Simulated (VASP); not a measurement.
# TePb (Fm-3m) in VASP: further runs, part 2 of 3

VASP 6.6.1. The steps go on from the part before.

## 3. Relaxation of the atoms, r2SCAN (a relaxed cell with its volume scaled by 1.02)

INCAR reads:

```
SYSTEM = TePb
PREC = Accurate
ENCUT = 600
EDIFF = 1E-7
ISMEAR = 0
SIGMA = 0.03
LREAL = .False.
LASPH = .True.
NELM = 80
ALGO = Normal
ISIF = 2
LWAVE = .False.
LCHARG = .False.
METAGGA = R2SCAN
LMIXTAU = .True.
IBRION = 2
NSW = 40
EDIFFG = -0.01
```

KPOINTS reads:

```
Automatic mesh
0
Gamma
  8 8 8
  0 0 0
```

POSCAR reads:

```
TePb                                    
1.0
    0.0000000000      3.2892826115      3.2892826115
    3.2892826115      0.0000000000      3.2892826115
    3.2892826115      3.2892826115      0.0000000000
  Te              Pb            
     1     1
Direct
     0.5000000000000000    0.5000000000000000    0.5000000000000000
     0.0000000000000000    0.0000000000000000    0.0000000000000000
```

Potentials or basis: VASP PAW PBE potentials, release 64 (Te, Pb_d).

Command:

```sh
> cat potpaw_PBE.64/Te/POTCAR potpaw_PBE.64/Pb_d/POTCAR > POTCAR
> mpirun -np 1 vasp_std > vasp.out
```

Wall time 2.8 min (1 thread of Intel Xeon Platinum 8488C (Sapphire Rapids), shared host); peak memory 0.27 GiB.

It converged, with:

* Free energy: -82.7033 eV
* Pressure after relaxing: -0.8 GPa
* Band gap on the k mesh: 1.13 eV, direct

Final structure:
```
Te Pb
1.0
     0.00000    3.28928    3.28928
     3.28928    0.00000    3.28928
     3.28928    3.28928    0.00000
Te Pb
1 1
Direct
  0.50000 0.50000 0.50000
  0.00000 0.00000 0.00000
```

Levels at points of the mesh, in eV from the valence-band top:
| k point | band 7 | band 8 | band 9 | band 10 | band 11 | band 12 | band 13 | band 14 |
| --- | --- | --- | --- | --- | --- | --- | --- | --- |
| (0.00, 0.00, 0.00) | -5.77 | -1.27 | -1.27 | -1.27 | 4.30 | 4.30 | 4.30 | 6.32 |
| (0.50, 0.00, 0.00) | -8.60 | -0.83 | -0.83 | 0.00 | 1.13 | 1.56 | 1.56 | 8.88 |
| (0.50, 0.50, 0.00) | -7.41 | -4.25 | -2.64 | -2.64 | 3.83 | 5.64 | 5.64 | 6.86 |

Caveat: the relaxation stopped at its first step, so nothing moved; the PAW data sets were made with another functional, which shifts forces and pressure a little; spin-orbit coupling is left out, which as a rule narrows the gap of such compounds by several tenths of an eV.

## 4. Relaxation of the atoms, r2SCAN (a relaxed cell with its volume scaled by 1.04)

INCAR is that of step 3.

KPOINTS is that of step 3.

POSCAR reads:

```
TePb                                    
1.0
    0.0000000000      3.3106421880      3.3106421880
    3.3106421880      0.0000000000      3.3106421880
    3.3106421880      3.3106421880      0.0000000000
  Te              Pb            
     1     1
Direct
     0.5000000000000000    0.5000000000000000    0.5000000000000000
     0.0000000000000000    0.0000000000000000    0.0000000000000000
```

Potentials or basis: VASP PAW PBE potentials, release 64 (Te, Pb_d).

Command:

```sh
> cat potpaw_PBE.64/Te/POTCAR potpaw_PBE.64/Pb_d/POTCAR > POTCAR
> mpirun -np 1 vasp_std > vasp.out
```

OUTCAR:

```text
SYSTEM = TePb
   PREC = Accurate
   ENCUT = 600
   EDIFF = 1E-7
   ISMEAR = 0
   LREAL = .False.
   LASPH = .True.
   NELM = 80
   ISIF = 2
   METAGGA = R2SCAN
   IBRION = 2
   NSW = 40
   EDIFFG = -0.01

 ion  position               nearest neighbor table
   1  0.500  0.500  0.500-   2 3.31   2 3.31   2 3.31   2 3.31   2 3.31   2 3.31
   2  0.000  0.000  0.000-   1 3.31   1 3.31   1 3.31   1 3.31   1 3.31   1 3.31

  LATTYP: Found a face centered cubic cell.
 ALAT       =     6.6212843760

  Lattice vectors:

 A1 = (   0.0000000000,   3.3106421880,   3.3106421880)
 A2 = (   3.3106421880,   0.0000000000,   3.3106421880)
 A3 = (   3.3106421880,   3.3106421880,   0.0000000000)

Analysis of symmetry for initial positions (statically):
=====================================================================
 Subroutine PRICEL returns:
 Original cell was already a primitive cell.

 Routine SETGRP: Setting up the symmetry group for a
 face centered cubic supercell.

 Subroutine GETGRP returns: Found 48 space group operations
 (whereof 48 operations were pure point group operations)
 out of a pool of 48 trial point group operations.

The static configuration has the point symmetry O_h .

Analysis of symmetry for dynamics (positions and initial velocities):
=====================================================================
 Subroutine PRICEL returns:
 Original cell was already a primitive cell.

 Routine SETGRP: Setting up the symmetry group for a
 face centered cubic supercell.

 Subroutine GETGRP returns: Found 48 space group operations
 (whereof 48 operations were pure point group operations)
 out of a pool of 48 trial point group operations.

The dynamic configuration has the point symmetry O_h .

 Subroutine INISYM returns: Found 48 space group operations
 (whereof 48 operations are pure point group operations),
 and found     1 'primitive' translations

----------------------------------------------------------------------------------------

                                     Primitive cell

  volume of cell :      72.5716

  direct lattice vectors                    reciprocal lattice vectors
     0.000000000  3.310642188  3.310642188    -0.151028100  0.151028100  0.151028100
     3.310642188  0.000000000  3.310642188     0.151028100 -0.151028100  0.151028100
     3.310642188  3.310642188  0.000000000     0.151028100  0.151028100 -0.151028100

  length of vectors
     4.681955082  4.681955082  4.681955082     0.261588343  0.261588343  0.261588343

  position of ions in fractional coordinates (direct lattice)
     0.500000000  0.500000000  0.500000000
     0.000000000  0.000000000  0.000000000

  ion indices of the primitive-cell ions
   primitive index   ion index
                 1           1
                 2           2

----------------------------------------------------------------------------------------

 KPOINTS: Automatic mesh

Automatic generation of k-mesh.
 Grid dimensions read from file:
 generate k-points for:    8    8    8

 Generating k-lattice:

  Cartesian coordinates                     Fractional coordinates (reciprocal lattice)
    -0.018878513  0.018878513  0.018878513     0.125000000  0.000000000  0.000000000
[... 40 lines left out ...]
 [... further k-points ...]
   k-points           NKPTS =     29   k-points in BZ     NKDIM =     29   number of bands    NBANDS=     14
   number of dos      NEDOS =    301   number of ions     NIONS =      2
   total plane-waves  NPLWV =  64000
   dimension x,y,z NGX =    40 NGY =   40 NGZ =   40
   dimension x,y,z NGXF=    80 NGYF=   80 NGZF=   80
   ions per type =               1   1
   NGX,Y,Z   is equivalent  to a cutoff of  14.20, 14.20, 14.20 a.u.
   NGXF,Y,Z  is equivalent  to a cutoff of  28.41, 28.41, 28.41 a.u.
 SYSTEM =  TePb
   PREC   = accura    normal or accurate (medium, high low for compatibility)
   ISTART =      0    job   : 0-new  1-cont  2-samecut
   ICHARG =      2    charge: 1-file 2-atom 10-const
   ISPIN  =      1    spin polarized calculation?
   LNONCOLLINEAR =      F non collinear calculations
   LSORBIT =      F    spin-orbit coupling
   LASPH  =      T    aspherical Exc in radial PAW
   ENCUT  =  600.0 eV  44.10 Ry    6.64 a.u.   9.35  9.35  9.35*2*pi/ulx,y,z
   NELM   =     80;   NELMIN=  2; NELMDL= -5     # of ELM steps
   EDIFF  = 0.1E-06   stopping-criterion for ELM
   LREAL  =      F    real-space projection
   EDIFFG = -.1E-01   stopping-criterion for IOM
   NSW    =     40    number of steps for IOM
   IBRION =      2    ionic relax: 0-MD 1-quasi-New 2-CG
   NFREE  =      1    steps in history (QN), initial steepest desc. (CG)
   ISIF   =      2    stress and relaxation
   ISYM   =      2    0-nonsym 1-usesym 2-fastsym
   POTIM  = 0.5000    time-step for ionic-motion
   TEBEG  =    0.0;   TEEND  =   0.0 temperature during run
   PSTRESS=    0.0 pullay stress
   NELECT =      20.0000    total number of electrons
   NUPDOWN=      -1.0000    fix difference up-down
   EMIN   =  10.00;   EMAX   =-10.00  energy-range for DOS
   EFERMI =   0.00;   METHOD = LEGACY
   ISMEAR =     0;   SIGMA  =   0.03  broadening in eV -4-tet -1-fermi 0-gaus
   EFERMI_NEDOS =   21; number of points for ismear=-14 and -15
   IALGO  =     38    algorithm
   IMIX   =      4    mixing-type and parameters
     AMIX     =   0.40;   BMIX     =  1.00
     AMIX_MAG =   1.60;   BMIX_MAG =  1.00
  volume/ion in A,a.u.               =      36.29       244.87
  Fermi-wavevector in a.u.,A,eV,Ry     =   1.065359  2.013236 15.442469  1.134989
  Thomas-Fermi vector in A             =   2.200908
   LORBIT       =      0    0 simple, 1 ext, 2 COOP (PROOUT), +10 PAW based schemes
   METAGGA = R2SCAN    functional components
   LHFCALC =     F    Hartree Fock is set to
   AEXX    =    0.0000 exact exchange contribution
   IVDW    =     0    specifies the selected vdW correction
   LEPSILON=     F    determine dielectric tensor
   LRPA    =     F    only Hartree local field effects (RPA)
 conjugate gradient relaxation of ions
 non-spin polarized calculation
 Gauss-broadening in eV      SIGMA  =   0.03
  energy-cutoff  :      600.00
  volume of cell :       72.57
 maximum number of plane-waves:      2452
 NGX is ok and might be reduce to    40
   NGX = 19   NGY = 19   NGZ = 19

 number of electron      20.0000002 magnetization

 Free energy of the ion-electron system (eV)
  ---------------------------------------------------
  ext. energy  EPLUGINS =         0.00000000
  ---------------------------------------------------
  free energy    TOTEN  =       -82.69336954 eV

  energy without entropy =      -82.69336954  energy(sigma->0) =      -82.69336954

 E-fermi :   4.7705     XC(G=0):  -9.4676

 val. band max:        4.5731753616   @ k =   0.5000   0.0000   0.0000
 cond. band min:       5.7393589153   @ k =   0.5000   0.0000   0.0000
 fundamental gap:      1.1661835537
 Fermi energy:         4.7704800307

 k-point     1 :       0.0000    0.0000    0.0000
  band No.  band energies     occupation
      1     -12.6832      2.00000
      2     -12.6832      2.00000
      3     -12.6772      2.00000
      4     -12.6772      2.00000
      5     -12.6772      2.00000
      6      -7.3205      2.00000
      7      -1.2408      2.00000
      8       3.3820      2.00000
      9       3.3820      2.00000
     10       3.3820      2.00000
     11       8.8489      0.00000
     12       8.8489      0.00000
     13       8.8489      0.00000
     14      10.9376      0.00000
[... 377 lines left out ...]
      1     -12.7051      2.00000
      2     -12.6894      2.00000
      3     -12.6723      2.00000
      4     -12.6684      2.00000
      5     -12.6625      2.00000
      6      -5.8341      2.00000
      7      -3.6985      2.00000
      8       2.0972      2.00000
      9       2.2778      2.00000
     10       4.1776      2.00000
     11       6.2575      0.00000
     12       8.3528      0.00000
     13       8.7251      0.00000
     14      11.9019      0.00000

 [... further k-points ...]
[... 5 lines left out ...]
  --------------------------------------------------------------------------------------
  -------------------------------------------------------------------------------------
  Total       -0.6832426     -0.6832426     -0.6832426     -0.0000000      0.0000000      0.0000000
  in kB      -15.0840793    -15.0840793    -15.0840793     -0.0000000      0.0000000      0.0000000
  external PRESSURE =     -15.0840793 kB  Pullay stress =       0.0000000 kB

 VOLUME and BASIS-vectors are now :
 -----------------------------------------------------------------------------
  energy-cutoff  :      600.00
  volume of cell :       72.57
      direct lattice vectors                 reciprocal lattice vectors
     0.000000000  3.310642188  3.310642188    -0.151028100  0.151028100  0.151028100
     3.310642188  0.000000000  3.310642188     0.151028100 -0.151028100  0.151028100
     3.310642188  3.310642188  0.000000000     0.151028100  0.151028100 -0.151028100

 POSITION                                       TOTAL-FORCE (eV/Angst)
 -----------------------------------------------------------------------------------
      3.31064      3.31064      3.31064         0.000000      0.000000     -0.000000
      0.00000      0.00000      0.00000         0.000000      0.000000      0.000000
 -----------------------------------------------------------------------------------
    total drift:                                0.000000     -0.000000     -0.000000

  FREE ENERGIE OF THE ION-ELECTRON SYSTEM (eV)
  ---------------------------------------------------
  free  energy   TOTEN  =       -82.6933695383 eV

  energy  without entropy=      -82.6933695383  energy(sigma->0) =      -82.69336954

 reached required accuracy - stopping structural energy minimisation
```

CONTCAR:

```text
TePb
   1.00000000000000
     0.0000000000000000    3.3106421880000001    3.3106421880000001
     3.3106421880000001    0.0000000000000000    3.3106421880000001
     3.3106421880000001    3.3106421880000001    0.0000000000000000
  Te              Pb
     1     1
Direct
     0.5000000000000000    0.5000000000000000    0.5000000000000000
     0.0000000000000000    0.0000000000000000    0.0000000000000000

  0.00000000E+00  0.00000000E+00  0.00000000E+00
  0.00000000E+00  0.00000000E+00  0.00000000E+00
```

It took 2.5 min on 1 thread of Intel Xeon Platinum 8488C (Sapphire Rapids), shared host; peak memory 0.28 GiB.

What came out:

| Item | Value |
| --- | --- |
| Free energy | -82.6934 eV |
| Pressure after relaxing | -1.5 GPa |
| Band gap on the k mesh | 1.17 eV, direct |

Final structure:
```
Te Pb
1.0
     0.00000    3.31064    3.31064
     3.31064    0.00000    3.31064
     3.31064    3.31064    0.00000
Te Pb
1 1
Direct
  0.50000 0.50000 0.50000
  0.00000 0.00000 0.00000
```

Levels at points of the mesh, in eV from the valence-band top:
```csv
k point,band 7,band 8,band 9,band 10,band 11,band 12,band 13,band 14
"(0.00, 0.00, 0.00)",-5.81,-1.19,-1.19,-1.19,4.28,4.28,4.28,6.36
"(0.50, 0.00, 0.00)",-8.50,-0.76,-0.76,0.00,1.17,1.61,1.61,8.86
"(0.50, 0.50, 0.00)",-7.38,-4.10,-2.52,-2.52,3.91,5.57,5.57,6.75
```

Caveat: the relaxation stopped at its first step, so nothing moved; the PAW data sets were made with another functional, which shifts forces and pressure a little; spin-orbit coupling is left out, which as a rule narrows the gap of such compounds by several tenths of an eV. A k mesh can miss the band edges.

(Part 2 of 3 ends here.)
